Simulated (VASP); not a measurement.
# ZnS (Wurtzite-4H) (P6_3mc) in VASP: notebook

The runs below take ZnS (Wurtzite-4H) through relaxation of cell and atoms, with PBE+D3, PBE+D3(BJ).

Everything below comes from runs of VASP 6.6.1. Logs are shortened: lines on timing, memory, paths and dates and some standing lists are left out, and cuts for length are marked.

**1. The structure**

The structure is hexagonal, space group P6_3mc (No. 186). Conventional cell: a = 3.823 Å, b = 3.823 Å, c = 12.520 Å, α = 90.00°, β = 90.00°, γ = 120.00°. Zn (site symmetry 3m) is surrounded by 4 S at 2.34 to 2.35 Å. Zn (site symmetry 3m) is surrounded by 4 S at 2.34 to 2.35 Å. S (site symmetry 3m) is surrounded by 4 Zn at 2.34 to 2.35 Å. S (site symmetry 3m) has 4 Zn at 2.34 to 2.35 Å as nearest neighbours.

**2. Relaxation of cell and atoms, PBE+D3**

INCAR

```
SYSTEM = ZnS
PREC = Accurate ; ENCUT = 600
EDIFF = 1E-7 ; ISMEAR = -1
SIGMA = 0.05 ; LREAL = .FALSE.
LASPH = .TRUE. ; NELM = 100
ALGO = Normal ; ISIF = 3
LWAVE = .FALSE. ; LCHARG = .FALSE.
GGA = PE ; IVDW = 11
IBRION = 2 ; NSW = 60
EDIFFG = -0.02
```

KPOINTS

```
regular mesh
0
G
  8 8 3
  0 0 0
```

POSCAR

```
ZnS
1.0
    3.8227000000      0.0000000000      0.0000000000
   -1.9113500000      3.3105553110      0.0000000000
    0.0000000000      0.0000000000     12.5200000000
Zn S
4 4
Direct
    0.6666666667      0.3333333333      0.7500000000
    0.3333333333      0.6666666667      0.2500000000
    0.0000000000      0.0000000000      0.5000000000
    0.0000000000      0.0000000000      0.0000000000
    0.6666666667      0.3333333333      0.9375000000
    0.3333333333      0.6666666667      0.4375000000
    0.0000000000      0.0000000000      0.6875000000
    0.0000000000      0.0000000000      0.1875000000
```

Potentials or basis: VASP PAW PBE potentials, release 64 (Zn, S).

Launch:

```console
cat potpaw_PBE.64/Zn/POTCAR potpaw_PBE.64/S/POTCAR > POTCAR
mpirun -np 1 vasp_std > vasp.out
```

OUTCAR:

```text
SYSTEM = ZnS
   PREC = Accurate
   ENCUT = 600
   EDIFF = 1E-7
   ISMEAR = -1
   LREAL = .FALSE.
   LASPH = .TRUE.
   NELM = 100
   ISIF = 3
   GGA = PE
   IVDW = 11
   IBRION = 2
   NSW = 60
   EDIFFG = -0.02
 IVDW          = 11

 ion  position               nearest neighbor table
   1  0.667  0.333  0.750-   7 2.34   7 2.34   7 2.34   5 2.35
   2  0.333  0.667  0.250-   8 2.34   8 2.34   8 2.34   6 2.35
   3  0.000  0.000  0.500-   6 2.34   6 2.34   6 2.34   7 2.35
   4  0.000  0.000  0.000-   5 2.34   5 2.34   5 2.34   8 2.35
   5  0.667  0.333  0.938-   4 2.34   4 2.34   4 2.34   1 2.35
   6  0.333  0.667  0.438-   3 2.34   3 2.34   3 2.34   2 2.35
   7  0.000  0.000  0.688-   1 2.34   1 2.34   1 2.34   3 2.35
   8  0.000  0.000  0.188-   2 2.34   2 2.34   2 2.34   4 2.35

  LATTYP: Found a hexagonal cell.
 ALAT       =     3.8227000000
 C/A-ratio  =     3.2751719988

  Lattice vectors:

 A1 = (   3.8227000000,   0.0000000000,   0.0000000000)
 A2 = (  -1.9113500000,   3.3105553110,   0.0000000000)
 A3 = (   0.0000000000,   0.0000000000,  12.5200000000)

Analysis of symmetry for initial positions (statically):
=====================================================================
 Subroutine PRICEL returns:
 Original cell was already a primitive cell.

 Routine SETGRP: Setting up the symmetry group for a
 hexagonal supercell.

 Subroutine GETGRP returns: Found 12 space group operations
 (whereof  6 operations were pure point group operations)
 out of a pool of 24 trial point group operations.

The static configuration has the point symmetry C_3v.
 The point group associated with its full space group is C_6v.

Analysis of symmetry for dynamics (positions and initial velocities):
=====================================================================
 Subroutine PRICEL returns:
 Original cell was already a primitive cell.

 Routine SETGRP: Setting up the symmetry group for a
 hexagonal supercell.

 Subroutine GETGRP returns: Found 12 space group operations
 (whereof  6 operations were pure point group operations)
 out of a pool of 24 trial point group operations.

The dynamic configuration has the point symmetry C_3v.
 The point group associated with its full space group is C_6v.

 Subroutine INISYM returns: Found 12 space group operations
 (whereof  6 operations are pure point group operations),
 and found     1 'primitive' translations

----------------------------------------------------------------------------------------

                                     Primitive cell

  volume of cell :     158.4439

  direct lattice vectors                    reciprocal lattice vectors
     3.822700000  0.000000000  0.000000000     0.261595208  0.151032064  0.000000000
    -1.911350000  3.310555311  0.000000000     0.000000000  0.302064127  0.000000000
     0.000000000  0.000000000 12.520000000     0.000000000  0.000000000  0.079872204

  length of vectors
     3.822700000  3.822700000 12.520000000     0.302064127  0.302064127  0.079872204

  position of ions in fractional coordinates (direct lattice)
     0.666666667  0.333333333  0.750000000
     0.333333333  0.666666667  0.250000000
     0.000000000  0.000000000  0.500000000
     0.000000000  0.000000000  0.000000000
     0.666666667  0.333333333  0.937500000
     0.333333333  0.666666667  0.437500000
     0.000000000  0.000000000  0.687500000
     0.000000000  0.000000000  0.187500000

  ion indices of the primitive-cell ions
   primitive index   ion index
                 1           1
                 2           2
                 3           3
                 4           4
                 5           5
                 6           6
                 7           7
                 8           8

----------------------------------------------------------------------------------------

 KPOINTS: regular mesh

Automatic generation of k-mesh.
 Grid dimensions read from file:
 generate k-points for:    8    8    3

 Generating k-lattice:

  Cartesian coordinates                     Fractional coordinates (reciprocal lattice)
     0.032699401  0.018879008  0.000000000     0.125000000  0.000000000  0.000000000
     0.000000000  0.037758016  0.000000000     0.000000000  0.125000000  0.000000000
     0.000000000  0.000000000  0.026624068     0.000000000  0.000000000  0.333333333

  Length of vectors
     0.037758016  0.037758016  0.026624068

  Shift w.r.t. Gamma in fractional coordinates (k-lattice)
     0.000000000  0.000000000  0.000000000

 Subroutine IBZKPT returns following result:
 ===========================================

 Found     20 irreducible k-points:

 Following reciprocal coordinates:
            Coordinates               Weight
  0.000000  0.000000  0.000000      1.000000
  0.125000 -0.000000  0.000000      6.000000
  0.250000 -0.000000  0.000000      6.000000
  0.375000  0.000000  0.000000      6.000000
  0.500000 -0.000000  0.000000      3.000000
  0.125000  0.125000  0.000000      6.000000
[... 12 lines left out ...]
  0.250000  0.250000  0.333333     12.000000
  0.375000  0.250000  0.333333     12.000000
   k-points           NKPTS =     20   k-points in BZ     NKDIM =     20   number of bands    NBANDS=     43
   number of dos      NEDOS =    301   number of ions     NIONS =      8
   total plane-waves  NPLWV = 102400
   dimension x,y,z NGX =    32 NGY =   32 NGZ =  100
   dimension x,y,z NGXF=    64 NGYF=   64 NGZF=  200
   ions per type =               4   4
   NGX,Y,Z   is equivalent  to a cutoff of  13.92, 13.92, 13.28 a.u.
   NGXF,Y,Z  is equivalent  to a cutoff of  27.83, 27.83, 26.56 a.u.
 SYSTEM =  ZnS
   PREC   = accura    normal or accurate (medium, high low for compatibility)
   ISTART =      0    job   : 0-new  1-cont  2-samecut
   ICHARG =      2    charge: 1-file 2-atom 10-const
   ISPIN  =      1    spin polarized calculation?
   LNONCOLLINEAR =      F non collinear calculations
   LSORBIT =      F    spin-orbit coupling
   LASPH  =      T    aspherical Exc in radial PAW
   ENCUT  =  600.0 eV  44.10 Ry    6.64 a.u.   7.63  7.63 25.01*2*pi/ulx,y,z
   NELM   =    100;   NELMIN=  2; NELMDL= -5     # of ELM steps
   EDIFF  = 0.1E-06   stopping-criterion for ELM
   LREAL  =      F    real-space projection
   EDIFFG = -.2E-01   stopping-criterion for IOM
   NSW    =     60    number of steps for IOM
   IBRION =      2    ionic relax: 0-MD 1-quasi-New 2-CG
   NFREE  =      1    steps in history (QN), initial steepest desc. (CG)
   ISIF   =      3    stress and relaxation
   ISYM   =      2    0-nonsym 1-usesym 2-fastsym
   POTIM  = 0.5000    time-step for ionic-motion
   TEBEG  =    0.0;   TEEND  =   0.0 temperature during run
   PSTRESS=    0.0 pullay stress
   NELECT =      72.0000    total number of electrons
   NUPDOWN=      -1.0000    fix difference up-down
   EMIN   =  10.00;   EMAX   =-10.00  energy-range for DOS
   EFERMI =   0.00;   METHOD = LEGACY
   ISMEAR =    -1;   SIGMA  =   0.05  broadening in eV -4-tet -1-fermi 0-gaus
   EFERMI_NEDOS =   21; number of points for ismear=-14 and -15
   IALGO  =     38    algorithm
   IMIX   =      4    mixing-type and parameters
     AMIX     =   0.40;   BMIX     =  1.00
     AMIX_MAG =   1.60;   BMIX_MAG =  1.00
  volume/ion in A,a.u.               =      19.81       133.65
  Fermi-wavevector in a.u.,A,eV,Ry     =   1.258618  2.378443 21.553244  1.584119
  Thomas-Fermi vector in A             =   2.392218
   LORBIT       =      0    0 simple, 1 ext, 2 COOP (PROOUT), +10 PAW based schemes
   GGA     = PE    functional components
   LHFCALC =     F    Hartree Fock is set to
   AEXX    =    0.0000 exact exchange contribution
   IVDW    =    11    specifies the selected vdW correction
   LEPSILON=     F    determine dielectric tensor
   LRPA    =     F    only Hartree local field effects (RPA)
 conjugate gradient relaxation of ions
 non-spin polarized calculation
  energy-cutoff  :      600.00
  volume of cell :      158.44
 maximum number of plane-waves:      5324
 NGX is ok and might be reduce to    32
   NGX = 15   NGY = 15   NGZ = 51

--------------------------------------- Ionic step        1  -------------------------------------------

 number of electron      72.0000036 magnetization

 Free energy of the ion-electron system (eV)
  ---------------------------------------------------
  ext. energy  EPLUGINS =         0.00000000
  ---------------------------------------------------
  free energy    TOTEN  =       -27.38377328 eV

  energy without entropy =      -27.38377328  energy(sigma->0) =      -27.38377328

------------------------ aborting loop because EDIFF is reached ----------------------------------------

 Edisp (eV)   -2.13161

 E8    (eV) :    -1.2468

  FORCE on cell =-STRESS in cart. coord.  units (eV):
  Direction    XX          YY          ZZ          XY          YZ          ZX
  --------------------------------------------------------------------------------------
  -------------------------------------------------------------------------------------
  Total      -1.02799    -1.02799    -1.18982     0.00000     0.00000     0.00000
  in kB     -10.39500   -10.39500   -12.03136     0.00000     0.00000     0.00000
  external pressure =      -10.94 kB  Pullay stress =        0.00 kB

 VOLUME and BASIS-vectors are now :
 -----------------------------------------------------------------------------
  energy-cutoff  :      600.00
  volume of cell :      158.44
      direct lattice vectors                 reciprocal lattice vectors
     3.822700000  0.000000000  0.000000000     0.261595208  0.151032064  0.000000000
    -1.911350000  3.310555311  0.000000000     0.000000000  0.302064127  0.000000000
     0.000000000  0.000000000 12.520000000     0.000000000  0.000000000  0.079872204
[... 139 lines left out ...]
 POSITION                                       TOTAL-FORCE (eV/Angst)
 -----------------------------------------------------------------------------------
      1.90276      1.09856      9.34144         0.000000     -0.000000      0.002673
     -0.00000      2.19712      3.11400        -0.000000     -0.000000      0.002673
      0.00000      0.00000      6.22821         0.000000     -0.000000      0.009413
      0.00000      0.00000      0.00076         0.000000     -0.000000      0.009413
      1.90276      1.09856     11.67691         0.000000      0.000000      0.009518
     -0.00000      2.19712      5.44946         0.000000     -0.000000      0.009518
      3.80553      0.00000      8.56127        -0.000000     -0.000000     -0.021603
      0.00000      0.00000      2.33382        -0.000000     -0.000000     -0.021603
 -----------------------------------------------------------------------------------
    total drift:                               -0.000000     -0.000000     -0.001148

  FREE ENERGIE OF THE ION-ELECTRON SYSTEM (eV)
  ---------------------------------------------------
  free  energy   TOTEN  =       -29.5234346933 eV

  energy  without entropy=      -29.5234346933  energy(sigma->0) =      -29.52343469

--------------------------------------- Ionic step        5  -------------------------------------------

 number of electron      72.0000032 magnetization

 Free energy of the ion-electron system (eV)
  ---------------------------------------------------
  ext. energy  EPLUGINS =         0.00000000
  ---------------------------------------------------
  free energy    TOTEN  =       -27.35582491 eV

  energy without entropy =      -27.35582491  energy(sigma->0) =      -27.35582491

 E-fermi :   3.2734     XC(G=0):  -9.6750

 val. band max:        2.2109118773   @ k =   0.0000   0.0000   0.0000
 cond. band min:       4.4071998788   @ k =   0.0000   0.0000   0.0000
 fundamental gap:      2.1962880015
 Fermi energy:         3.2733611848

 k-point     1 :       0.0000    0.0000    0.0000
  band No.  band energies     occupation
      1     -11.0135      2.00000
      2     -10.5878      2.00000
      3     -10.5761      2.00000
      4     -10.0654      2.00000
      5      -4.1719      2.00000
      6      -4.1655      2.00000
[... 935 lines left out ...]
 POSITION                                       TOTAL-FORCE (eV/Angst)
 -----------------------------------------------------------------------------------
      1.90284      1.09861      9.34131         0.000000     -0.000000      0.002245
     -0.00000      2.19721      3.11403        -0.000000      0.000000      0.002245
      3.80568      0.00000      6.22846         0.000000      0.000000      0.002520
     -1.90284      3.29582      0.00118        -0.000000     -0.000000      0.002520
      1.90284      1.09861     11.67703         0.000000      0.000000      0.003643
     -0.00000      2.19721      5.44975        -0.000000      0.000000      0.003643
     -0.00000      0.00000      8.56008         0.000000      0.000000     -0.008407
      1.90284      3.29582      2.33279         0.000000      0.000000     -0.008407
 -----------------------------------------------------------------------------------
    total drift:                               -0.000000     -0.000000     -0.001471

  FREE ENERGIE OF THE ION-ELECTRON SYSTEM (eV)
  ---------------------------------------------------
  free  energy   TOTEN  =       -29.5234738945 eV

  energy  without entropy=      -29.5234738945  energy(sigma->0) =      -29.52347389

 reached required accuracy - stopping structural energy minimisation
```

It took 3.8 min on 1 thread of Intel Xeon 6975P-C (Granite Rapids), shared host; peak memory 0.4 GiB.

Results:

```
Free energy                            : -29.5235 eV
Relaxed volume                         : 19.53 Å³/atom
Relaxed cell                           : a = 3.806 Å, b = 3.806 Å, c = 12.455 Å, α = 90.00°, β = 90.00°, γ = 120.00°
Space group after relaxing (to 0.05 Å) : P6_3mc (No. 186)
Energy gained by relaxing              : 1.0 meV/atom
Ionic steps                            : 5
Pressure after relaxing                : 0.0 GPa
Largest force after relaxing           : 0.008 eV/Å
Band gap on the k mesh                 : 2.20 eV, direct
Dispersion energy per atom             : -0.271 eV
```

Forces in eV/Å, atoms in the order of the input:
```
Zn   0.000  0.000  0.002
Zn   0.000  0.000  0.002
Zn   0.000  0.000  0.003
Zn   0.000  0.000  0.003
S    0.000  0.000  0.004
S    0.000  0.000  0.004
S    0.000  0.000 -0.008
S    0.000  0.000 -0.008
```

The path:
| step | energy change (eV) | largest force (eV/Å) | pressure (GPa) | volume (Å³) |
| --- | --- | --- | --- | --- |
| 1 | 0.0000 | 0.0425 | -1.09 | 158.44 |
| 2 | -0.0070 | 0.0130 | 0.42 | 155.36 |
| 3 | -0.0081 | 0.0211 | 0.01 | 156.16 |
| 4 | -0.0081 | 0.0216 | -0.01 | 156.21 |
| 5 | -0.0081 | 0.0084 | -0.02 | 156.22 |

Final structure:
```
CELL_PARAMETERS angstrom
3.80568 0.00000 0.00000
-1.90284 3.29582 0.00000
0.00000 0.00000 12.45457
ATOMIC_POSITIONS crystal
Zn 0.66667 0.33333 0.75003
Zn 0.33333 0.66667 0.25003
Zn 0.00000 0.00000 0.50009
Zn 0.00000 0.00000 0.00009
S 0.66667 0.33333 0.93757
S 0.33333 0.66667 0.43757
S 0.00000 0.00000 0.68730
S 0.00000 0.00000 0.18730
```

Levels at points of the mesh, in eV from the valence-band top:
```tsv
k point	band 33	band 34	band 35	band 36	band 37	band 38	band 39	band 40
(0.00, 0.00, 0.00)	-0.47	-0.04	0.00	0.00	2.20	3.22	3.42	3.67
(0.50, 0.00, 0.00)	-1.62	-1.60	-1.13	-0.89	3.32	3.36	3.76	4.35
```

Caveat: an odd mesh through Γ misses points on the zone boundary, where band edges often lie.

**3. Relaxation of cell and atoms, PBE+D3(BJ)**

INCAR

```
PREC = Accurate ; ENCUT = 600
EDIFF = 1E-6 ; ISMEAR = -1
SIGMA = 0.05 ; LREAL = False
LASPH = True ; NELM = 100
ALGO = Normal ; ISIF = 3
LWAVE = False ; LCHARG = False
GGA = PE ; IVDW = 12
IBRION = 2 ; NSW = 40
EDIFFG = -0.01
```

KPOINTS

```
regular mesh
0
Gamma
  8 8 3
```

POSCAR is that of step 2.

Potentials or basis: VASP PAW PBE potentials, release 64 (Zn, S).

Launch:

```console
cat potpaw_PBE.64/Zn/POTCAR potpaw_PBE.64/S/POTCAR > POTCAR
mpirun -np 1 vasp_std > vasp.out
```

Run time: 4 min. Hardware: 1 thread of Intel Xeon 6975P-C (Granite Rapids), shared host; peak memory 0.39 GiB.

The run converged. Its results:

```
Free energy                            : -29.8475 eV
Relaxed volume                         : 19.48 Å³/atom
Relaxed cell                           : a = 3.802 Å, b = 3.802 Å, c = 12.448 Å, α = 90.00°, β = 90.00°, γ = 120.00°
Space group after relaxing (to 0.05 Å) : P6_3mc (No. 186)
Energy gained by relaxing              : 1.4 meV/atom
Ionic steps                            : 6
Pressure after relaxing                : 0.0 GPa
Largest force after relaxing           : 0.003 eV/Å
Band gap on the k mesh                 : 2.21 eV, direct
Dispersion energy per atom             : -0.312 eV
```

Forces in eV/Å, atoms in the order of the input:
```
Zn   0.000  0.000  0.003
Zn   0.000  0.000  0.003
Zn   0.000  0.000 -0.001
Zn   0.000  0.000 -0.001
S    0.000  0.000 -0.003
S    0.000  0.000 -0.003
S    0.000  0.000  0.001
S    0.000  0.000  0.001
```

Stress tensor (GPa, compression positive):
```
-0.06  0.00  0.00
 0.00 -0.06  0.00
 0.00  0.00  0.03
```

Step by step:
| step | energy change (eV) | largest force (eV/Å) | pressure (GPa) | volume (Å³) |
| --- | --- | --- | --- | --- |
| 1 | 0.0000 | 0.0469 | -1.25 | 158.44 |
| 2 | -0.0098 | 0.0172 | 0.42 | 154.93 |
| 3 | -0.0109 | 0.0249 | 0.04 | 155.75 |
| 4 | -0.0108 | 0.0255 | -0.02 | 155.81 |
| 5 | -0.0109 | 0.0110 | -0.02 | 155.82 |
| 6 | -0.0109 | 0.0034 | -0.03 | 155.83 |

Final structure:
```yaml
crystal:
  lattice:
    - [3.80200, 0.00000, 0.00000]
    - [-1.90100, 3.29263, 0.00000]
    - [0.00000, 0.00000, 12.44757]
  atoms:
    - { symbol: Zn, position: [0.66667, 0.33333, 0.75005] }
    - { symbol: Zn, position: [0.33333, 0.66667, 0.25005] }
    - { symbol: Zn, position: [0.00000, 0.00000, 0.50016] }
    - { symbol: Zn, position: [0.00000, 0.00000, 0.00016] }
    - { symbol: S, position: [0.66667, 0.33333, 0.93759] }
    - { symbol: S, position: [0.33333, 0.66667, 0.43759] }
    - { symbol: S, position: [0.00000, 0.00000, 0.68720] }
    - { symbol: S, position: [0.00000, 0.00000, 0.18720] }
```

Levels at points of the mesh, in eV from the valence-band top:
```
           k point  band 32  band 33  band 34  band 35  band 36  band 37  band 38  band 39  band 40  band 41
(0.00, 0.00, 0.00)    -0.47    -0.47    -0.04     0.00     0.00     2.21     3.23     3.43     3.68     6.34
(0.50, 0.00, 0.00)    -1.64    -1.63    -1.61    -1.14    -0.89     3.32     3.36     3.76     4.35     4.89
```

Caveat: an odd mesh through Γ misses points on the zone boundary, where band edges often lie.

**4. For comparison**

An earlier run on the cell as given: functional PBE; potentials or basis VASP PAW PBE potentials, release 64 (Zn, S); cutoff 520 eV; k mesh 8 × 8 × 3; occupations fermi-dirac, width 0.05 eV; no spin polarisation.

- Pressure: 1.5 GPa
- Largest force: 0.044 eV/Å
- Band gap on the k mesh: 2.13 eV, direct

**5. The runs side by side**

| task | level | cell | cutoff (eV) | gap on the mesh (eV) | pressure (GPa) | relaxed volume (Å³/atom) | largest force (eV/Å) |
| --- | --- | --- | --- | --- | --- | --- | --- |
| relaxation of cell and atoms | PBE+D3 | relaxed | 600 | 2.20 | 0.0 | 19.53 | 0.01 |
| relaxation of cell and atoms | PBE+D3(BJ) | relaxed | 600 | 2.21 | 0.0 | 19.48 | - |
| single point | PBE | as given | 520 | 2.13 | 1.5 | - | 0.04 |

Alike in all rows: potentials or basis VASP PAW PBE potentials, release 64 (Zn, S); no spin polarisation; k mesh 8 × 8 × 3; smearing fermi-dirac 0.05 eV.

Caveats: an odd mesh through Γ misses points on the zone boundary, where band edges often lie.

Absolute energies hang on the potentials; compare differences alone.
